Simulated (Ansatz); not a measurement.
Set up this calculation in Ansatz 0.2.0, as the native input.

- Task: single point
- Functional: PBE0
- Potentials or basis: all-electron PAW datasets made for the crystal
- Cutoff: 310 eV (chosen from the basis error)
- k mesh: 6 × 6 × 6
- Occupations: fermi-dirac, width 0.05 eV
- Spin: no spin polarisation

The system is YN.

```
Y N
1.0
     0.00000    2.43850    2.43850
     2.43850    0.00000    2.43850
     2.43850    2.43850    0.00000
Y N
1 1
Direct
  0.00000 0.00000 0.00000
  0.50000 0.50000 0.50000
```

These files were run (other wordings do the same):

input.yaml

```yaml
crystal:
  lattice:
    - [0.0, 2.4385, 2.4385]
    - [2.4385, 0.0, 2.4385]
    - [2.4385, 2.4385, 0.0]
  atoms:
    - { symbol: "Y", position: [0.0, 0.0, 0.0] }
    - { symbol: "N", position: [0.5, 0.5, 0.5] }
kpoints:
  mp_grid: { grid: [6, 6, 6] }
scf:
  occupations: { method: fermi_dirac, width: 0.05 }
hamiltonian:
  xc: pbe0
  pseudopotentials: { kind: all_electron, datasets: crystal }
output:
  forces: true
  stress: true
```

Potentials or basis: all-electron PAW datasets made for the crystal.

Launch:

```console
$ ansatz run input.yaml --threads 2 --pin off --max-ram 8192MiB --backend cpu --events-out ev --progress --plain --runs-dir out
```

Results of the run:

```json
{
  "Pressure": "0.7 GPa",
  "Band gap on the k mesh": "1.73 eV, indirect (least direct gap 2.20 eV)"
}
```

It took 36 s on 2 threads of AMD EPYC 7R13 Processor (Zen 3) (shared host), peak memory 0.8 GiB.
